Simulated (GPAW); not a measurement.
# B (Pm-3m) in GPAW: convergence with density grid spacing (A)

Aim: find how far density grid spacing (A) must go before the results for B settle, at PBE. This setting moves, with any that are tied to it; all else stays.

All numbers are computed with GPAW 26.7.0; they aren't measurements. Logs are shortened: lines on timing, memory, paths and dates and some standing lists are left out, and cuts for length are marked. The log counts tension as positive stress, the text compression.

### Step 1. The crystal as given

It takes space group Pm-3m (No. 221, cubic). Conventional cell: a = 1.885 Å, b = 1.885 Å, c = 1.885 Å, α = 90.00°, β = 90.00°, γ = 90.00°. B (site symmetry m-3m) is surrounded by 6 B at 1.89 Å.

The cell was built by a generator and needn't be a form met in nature.

### Step 2. With density grid spacing (A) 0.24

File run.py:

```python
from ase.dft.bandgap import bandgap
from ase.io import read, write
from ase.units import GPa
from gpaw import GPAW, PW

atoms = read('B.xyz')

calc = GPAW(mode=PW(800),
            h=0.24,
            xc='PBE',
            kpts={'size': (14, 14, 14), 'gamma': True},
            occupations={'name': 'fermi-dirac', 'width': 0.05},
            nbands=7,
            convergence={'density': 1e-05, 'energy': 1e-05},
            maxiter=100,
            txt='gpaw.txt')
atoms.calc = calc
energy = atoms.get_potential_energy()
forces = atoms.get_forces()
stress = atoms.get_stress()
calc.write('gs.gpw')
write('result.traj', atoms)
print(f'Energy: {energy:.6f} eV')
print('Forces (eV/A):')
print(forces.round(4))
print('Stress (GPa):', (stress / GPa).round(3))
print('Fermi level:', round(calc.get_fermi_level(), 4), 'eV')
print(f'Gap: {bandgap(calc)[0]:.4f} eV, direct: {bandgap(calc, direct=True)[0]:.4f} eV')
```

File B.xyz:

```xyz
1
Lattice="1.8852400000 0.0000000000 0.0000000000 0.0000000000 1.8852400000 0.0000000000 0.0000000000 0.0000000000 1.8852400000" Properties=species:S:1:pos:R:3 pbc="T T T"
B      0.9426200000      0.9426200000      0.9426200000
```

Potentials or basis: GPAW PAW data sets (gpaw-data 1.2.1), pw.

Launch:

```console
$ OMP_NUM_THREADS=1 python run.py
```

Wall time 1.3 s (1 thread of Arm Neoverse V2, shared host); peak memory 0.11 GiB.

The input was rejected before any iteration.

### Step 3. With density grid spacing (A) 0.2

run.py: that of step 2 with these lines changed.

```diff
@@ -8,3 +8,3 @@
 calc = GPAW(mode=PW(800),
-            h=0.24,
+            h=0.2,
             xc='PBE',
```

B.xyz is that of step 2.

Potentials or basis: GPAW PAW data sets (gpaw-data 1.2.1), pw.

Launch:

```console
$ OMP_NUM_THREADS=1 python run.py
```

Run time: 4.5 s. Hardware: 1 thread of Arm Neoverse V2, shared host; peak memory 0.12 GiB.

What came out:

```yaml
Free_energy: -5.6024 eV
Pressure: 0.0 GPa
Band_gap_on_the_k_mesh: none (metal or under the smearing width)
```

### Step 4. With density grid spacing (A) 0.17

run.py: that of step 3 with these lines changed.

```diff
@@ -8,3 +8,3 @@
 calc = GPAW(mode=PW(800),
-            h=0.2,
+            h=0.17,
             xc='PBE',
```

B.xyz is that of step 3.

Launch:

```console
$ OMP_NUM_THREADS=1 python run.py
```

Wall time 4.8 s (1 thread of Arm Neoverse V2, shared host); peak memory 0.12 GiB.

What came out:

- Free energy: -5.6025 eV
- Pressure: -0.1 GPa
- Band gap on the k mesh: none (metal or under the smearing width)

### Step 5. With density grid spacing (A) 0.15

run.py: that of step 4 with these lines changed.

```diff
@@ -8,3 +8,3 @@
 calc = GPAW(mode=PW(800),
-            h=0.17,
+            h=0.15,
             xc='PBE',
```

B.xyz is that of step 4.

Launch:

```console
$ OMP_NUM_THREADS=1 python run.py
```

Wall time 5.5 s (1 thread of Arm Neoverse V2, shared host); peak memory 0.13 GiB.

It converged, with:

```
Free energy            : -5.6025 eV
Pressure               : -0.1 GPa
Band gap on the k mesh : none (metal or under the smearing width)
```

### Step 6. With density grid spacing (A) 0.13

run.py: that of step 5 with these lines changed.

```diff
@@ -8,3 +8,3 @@
 calc = GPAW(mode=PW(800),
-            h=0.15,
+            h=0.13,
             xc='PBE',
```

B.xyz is that of step 5.

Potentials or basis: GPAW PAW data sets (gpaw-data 1.2.1), pw.

Launch:

```console
$ OMP_NUM_THREADS=1 python run.py
```

It took 5.8 s on 1 thread of Arm Neoverse V2, shared host; peak memory 0.13 GiB.

It converged, with:

| Quantity | Value |
| --- | --- |
| Free energy | -5.6025 eV |
| Pressure | -0.1 GPa |
| Band gap on the k mesh | none (metal or under the smearing width) |

### Step 7. With density grid spacing (A) 0.11

run.py: that of step 6 with these lines changed.

```diff
@@ -8,3 +8,3 @@
 calc = GPAW(mode=PW(800),
-            h=0.13,
+            h=0.11,
             xc='PBE',
```

B.xyz is that of step 6.

Launch:

```console
$ OMP_NUM_THREADS=1 python run.py
```

Wall time 9.2 s (1 thread of Arm Neoverse V2, shared host); peak memory 0.13 GiB.

Results (log left out):

```
Free energy            : -5.6025 eV
Pressure               : -0.1 GPa
Band gap on the k mesh : none (metal or under the smearing width)
```

### Step 8. With density grid spacing (A) 0.09

run.py: that of step 7 with these lines changed.

```diff
@@ -8,3 +8,3 @@
 calc = GPAW(mode=PW(800),
-            h=0.11,
+            h=0.09,
             xc='PBE',
```

B.xyz is that of step 7.

Potentials or basis: GPAW PAW data sets (gpaw-data 1.2.1), pw.

Launch:

```console
$ OMP_NUM_THREADS=1 python run.py
```

gpaw.txt:

```text
__  _  _
 | _ |_)|_||  |
 |__||  | ||/\| - 26.7.0

Input parameters:
  mode=PW(ecut=800.0),
  convergence={'density': 1e-05, 'energy': 1e-05},
  h=0.09,
  kpts=MonkhorstPack(size=(14, 14, 14), gamma=True),
  maxiter=100,
  nbands=7,
  occupations=Occupations(name='fermi-dirac', width=0.05),
  xc=XC(name='PBE')

Diagonalizing LCAO Hamiltonian
Converting LCAO to pw mode
  .----.
 *|    |
 |.-B--.
 *----*

Atoms  # Å, Bohr magnetons
|   | symbol |        x |        y |        z |    initial magnetic moments |
|---|--------|----------|----------|----------|-----------------------------|
| 0 |      B | 0.942620 | 0.942620 | 0.942620 | ( 0.0000,  0.0000,  0.0000) |

Unit cell  # Å
| periodic |        x |        y |        z |  lengths |    angles |
|----------|----------|----------|----------|----------|-----------|
|      yes | 1.885240 | 0.000000 | 0.000000 | 1.885240 | 90.000000 |
|      yes | 0.000000 | 1.885240 | 0.000000 | 1.885240 | 90.000000 |
|      yes | 0.000000 | 0.000000 | 1.885240 | 1.885240 | 90.000000 |

Number of symmetries: 48
Symmetry operations  # r_c * U_cc + t_c -> r_c
|    | kind |            matrix            |
|----|------|------------------------------|
|  0 |  E   |  1, 0, 0,  0, 1, 0,  0, 0, 1 |
|  1 |  σ   |  1, 0, 0,  0, 1, 0,  0, 0,-1 |
|  2 |  σ   |  1, 0, 0,  0, 0, 1,  0, 1, 0 |
|  3 |  C4  |  1, 0, 0,  0, 0, 1,  0,-1, 0 |
|  4 |  C4  |  1, 0, 0,  0, 0,-1,  0, 1, 0 |
|  5 |  σ   |  1, 0, 0,  0, 0,-1,  0,-1, 0 |
|  6 |  σ   |  1, 0, 0,  0,-1, 0,  0, 0, 1 |
|  7 |  C2  |  1, 0, 0,  0,-1, 0,  0, 0,-1 |
|  8 |  σ   |  0, 1, 0,  1, 0, 0,  0, 0, 1 |
|  9 |  C2  |  0, 1, 0,  1, 0, 0,  0, 0,-1 |
| 10 |  C3  |  0, 1, 0,  0, 0, 1,  1, 0, 0 |
| 11 |  S6  |  0, 1, 0,  0, 0, 1, -1, 0, 0 |
| 12 |  S6  |  0, 1, 0,  0, 0,-1,  1, 0, 0 |
| 13 |  C3  |  0, 1, 0,  0, 0,-1, -1, 0, 0 |
| 14 |  C4  |  0, 1, 0, -1, 0, 0,  0, 0, 1 |
| 15 |  S4  |  0, 1, 0, -1, 0, 0,  0, 0,-1 |
| 16 |  C3  |  0, 0, 1,  1, 0, 0,  0, 1, 0 |
| 17 |  S6  |  0, 0, 1,  1, 0, 0,  0,-1, 0 |
| 18 |  σ   |  0, 0, 1,  0, 1, 0,  1, 0, 0 |
| 19 |  C4  |  0, 0, 1,  0, 1, 0, -1, 0, 0 |
| 20 |  C2  |  0, 0, 1,  0,-1, 0,  1, 0, 0 |
| 21 |  S4  |  0, 0, 1,  0,-1, 0, -1, 0, 0 |
| 22 |  S6  |  0, 0, 1, -1, 0, 0,  0, 1, 0 |
| 23 |  C3  |  0, 0, 1, -1, 0, 0,  0,-1, 0 |
| 24 |  S6  |  0, 0,-1,  1, 0, 0,  0, 1, 0 |
| 25 |  C3  |  0, 0,-1,  1, 0, 0,  0,-1, 0 |
| 26 |  C4  |  0, 0,-1,  0, 1, 0,  1, 0, 0 |
| 27 |  σ   |  0, 0,-1,  0, 1, 0, -1, 0, 0 |
| 28 |  S4  |  0, 0,-1,  0,-1, 0,  1, 0, 0 |
| 29 |  C2  |  0, 0,-1,  0,-1, 0, -1, 0, 0 |
| 30 |  C3  |  0, 0,-1, -1, 0, 0,  0, 1, 0 |
| 31 |  S6  |  0, 0,-1, -1, 0, 0,  0,-1, 0 |
| 32 |  C4  |  0,-1, 0,  1, 0, 0,  0, 0, 1 |
| 33 |  S4  |  0,-1, 0,  1, 0, 0,  0, 0,-1 |
| 34 |  S6  |  0,-1, 0,  0, 0, 1,  1, 0, 0 |
| 35 |  C3  |  0,-1, 0,  0, 0, 1, -1, 0, 0 |
| 36 |  C3  |  0,-1, 0,  0, 0,-1,  1, 0, 0 |
| 37 |  S6  |  0,-1, 0,  0, 0,-1, -1, 0, 0 |
| 38 |  σ   |  0,-1, 0, -1, 0, 0,  0, 0, 1 |
| 39 |  C2  |  0,-1, 0, -1, 0, 0,  0, 0,-1 |
| 40 |  σ   | -1, 0, 0,  0, 1, 0,  0, 0, 1 |
| 41 |  C2  | -1, 0, 0,  0, 1, 0,  0, 0,-1 |
| 42 |  C2  | -1, 0, 0,  0, 0, 1,  0, 1, 0 |
| 43 |  S4  | -1, 0, 0,  0, 0, 1,  0,-1, 0 |
| 44 |  S4  | -1, 0, 0,  0, 0,-1,  0, 1, 0 |
| 45 |  C2  | -1, 0, 0,  0, 0,-1,  0,-1, 0 |
| 46 |  C2  | -1, 0, 0,  0,-1, 0,  0, 0, 1 |
| 47 |  i   | -1, 0, 0,  0,-1, 0,  0, 0,-1 |

BZ-sampling:
  Number of BZ points: 2744
  Number of IBZ points: 120

  Monkhorst-Pack size: [14, 14, 14]
  Monkhorst-Pack shift: [0.03571428571428571, 0.03571428571428571, 0.03571428571428571]

K-points  # in reciprocal-cell coordinates
|     |                                coordinates |     weight |
|-----|--------------------------------------------|------------|
|   0 | (  0.00000000,   0.00000000,   0.00000000) | 0.00036443 |
|   1 | (  0.07142857,   0.00000000,   0.00000000) | 0.00218659 |
|   2 | (  0.07142857,   0.07142857,   0.00000000) | 0.00437318 |
|   3 | (  0.07142857,   0.07142857,   0.07142857) | 0.00291545 |
|   4 | (  0.14285714,   0.00000000,   0.00000000) | 0.00218659 |
|   5 | (  0.14285714,   0.07142857,   0.00000000) | 0.00874636 |
|   6 | (  0.14285714,   0.07142857,   0.07142857) | 0.00874636 |
|   7 | (  0.14285714,   0.14285714,   0.00000000) | 0.00437318 |
|   8 | (  0.14285714,   0.14285714,   0.07142857) | 0.00874636 |
|   9 | (  0.14285714,   0.14285714,   0.14285714) | 0.00291545 |
| ... |                                            |            |
| 119 | (  0.50000000,   0.50000000,   0.50000000) | 0.00036443 |

Plane wave coefficients: 360
Cutoff: 800.0 eV

Spin-components: 1 (collinear spins)
Bands:           7
Projectors:      5
Spin-degeneracy: 2
Datatype:        complex128

Parallelization:
  kpt:    1
  domain: 1
  band:   1

Density:
  Valence electrons: 3.0
  Components: 1
  Grid points: [21 21 21]
  Charge: 0.0  # |e|

Potential:
  Grid points: [21 21 21]

species:
  B:
    name:    Boron
    Z:       5.0
    valence: 3
    core:    2
    charge:  0.0  # [|e|]
    compensation charges:
      type: gauss
      rc: 0.20  # [Å]
      lmax: 2
    cutoffs:
      filter: 1.14  # [Å]
      core: 1.38  # [Å]
    projectors
    | kind |    occ | energy [eV] | rcut [Å] |
    |------|--------|-------------|----------|
    |   2s |  2.000 |      -9.443 |    0.635 |
    |   2p |  1.000 |      -3.606 |    0.635 |
    |    s |        |      17.768 |    0.635 |
    |    p |        |      23.605 |    0.635 |
    |    d |        |       0.000 |    0.635 |

    Using partial waves for B as LCAO basis

Reference energy: -669.489567  # eV

eigensolver:
  PPCG
  Converge bands: occupied
  niter=2

density mixing:
  MSR1-Mixer
  Pratt-step length: 0.05
  Maximum mixing coefficient: 0.75
  Old densities: 10
  SVD Regularization: 0.005
  Good broyden scale: 1.0
  Trust region scale: 1.0
  Backstep threshold: 4.0
  History deletion threshold: 6.0
  Fourier metric: weight=20.0, sigma=0.015

occupation numbers:
  Fermi-Dirac:
    width: 0.0500  # eV

poisson solver:
  ecut: 6400.0  # eV

xc functional:
  name: PBE with 2 nearest neighbor stencil

convergence criteria:
- Maximum integral of absolute [dens]ity change: 1e-05 electrons / valence electron
- Maximum [total energy] change in last 3 cyles: 1e-05 eV / valence electron
- Maximum integral of absolute [eigenst]ate change: 4e-08 eV^2 / valence electron
maximum number of iterations: 100

SCF iterations
|iter     | |      energy | eigst |  dens |
|---------|-|-------------|-------|-------|
|iter:   1| |   -5.592830 | -0.04 |       |
|iter:   2| |   -5.594044 | -2.23 | -1.31 |
|iter:   3| |   -5.599625 | -2.48 | -1.34 |
|iter:   4| |   -5.600148 | -3.41 | -1.93 |
|iter:   5| |   -5.600150 | -6.16 | -3.09 |
|iter:   6| |   -5.600150c| -7.19 | -3.52 |
|iter:   7| |   -5.600150c| -8.14c| -5.02c|

Converged in 7 steps
Energy contributions relative to reference atoms: (reference = -669.489567)

Energy contributions:
  Kinetic:           4.484821
  Coulomb:          -3.066628
  Zero:              0.007573
  External:          0.000000
  Xc:               -7.023579
  Entropy:          -0.004675
  Spinorbit:         0.000000
  ----------------------------
  Free energy:      -5.602488
  Extrapolated:     -5.600150

dipole moment: (-0.000000, -0.000000, -0.000000)  # |e|*Ang

Fermi level: 9.618
Eigenvalues  # (at kpt = [0.000, 0.000, 0.000])
| band index |      eig [eV] | occ [0-2] |
|------------|---------------|-----------|
|          0 |        -6.121 |     2.000 |
|          1 |        23.272 |     0.000 |
|          2 |        23.272 |     0.000 |
|          3 |        23.272 |     0.000 |
|          4 |        33.676 |     0.000 |
|          5 |        33.676 |     0.000 |
|          6 |        42.768 |     0.000 |

No gap
No difference between direct/indirect transitions

Forces  # eV/Ang
|       x |        y |       z |
|---------|----------|---------|
| 0.00000 | -0.00000 | 0.00000 |  # B    0

Stress tensor  # eV/Ang^3
|        x |        y |        z |
|----------|----------|----------|
| 0.000329 | 0.000000 | 0.000000 |
| 0.000000 | 0.000329 | 0.000000 |
| 0.000000 | 0.000000 | 0.000329 |

# Writing to gs.gpw (mode='')
```

Wall time 13 s (1 thread of Arm Neoverse V2, shared host); peak memory 0.14 GiB.

What came out:

* Free energy: -5.6025 eV
* Pressure: -0.1 GPa
* Band gap on the k mesh: none (metal or under the smearing width)

### Step 9. The series at a glance

```csv
density grid spacing (A),"energy less the tightest run, at zero smearing (meV/atom)",SCF cycles,CPU time (s),peak memory (GiB)
0.24,refused,-,-,-
0.2,0.07,7,4.5,0.12
0.17,0.02,7,4.8,0.12
0.15,0.01,7,5.4,0.13
0.13,0.01,7,5.8,0.13
0.11,0.00,7,9.2,0.13
0.09,0.00,7,13,0.14
```

Against the tightest run, the energy stays within 1 meV/atom from 0.2 on. The tightest run that finished is the yardstick and may itself not be fully converged.
